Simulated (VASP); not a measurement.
# Pt: kinetic-energy density

Pt, Fm-3m (no. 225), 1 atom in the cell. PBE; PAW potentials Pt (PBE set).

## Input

INCAR:
```
SYSTEM = Pt
ALGO = Normal
EDIFF = 1E-7
ENCUT = 520
ISIF = 2
ISMEAR = 1
LASPH = .TRUE.
LCHARG = .TRUE.
LREAL = .FALSE.
LTAU = .TRUE.
LWAVE = .FALSE.
NELM = 100
PREC = Accurate
SIGMA = 0.1
```

KPOINTS:
```
k-points
0
Gamma
  10 10 10
```

POSCAR:
```
Pt
1.0
    0.0000000000      1.9609000000      1.9609000000
    1.9609000000      0.0000000000      1.9609000000
    1.9609000000      1.9609000000      0.0000000000
Pt
1
Direct
    0.0000000000      0.0000000000      0.0000000000
```

Commands:
```
cat potpaw_PBE.64/Pt/POTCAR > POTCAR
mpirun -np 1 vasp_std > vasp.out
```

## Result

- Kinetic energy of the pseudo orbitals (eV): 218.93

VASP 6.6.1 took 6.0 s on 1 core (Intel Xeon Platinum 8488C (Sapphire Rapids)), a shared host.
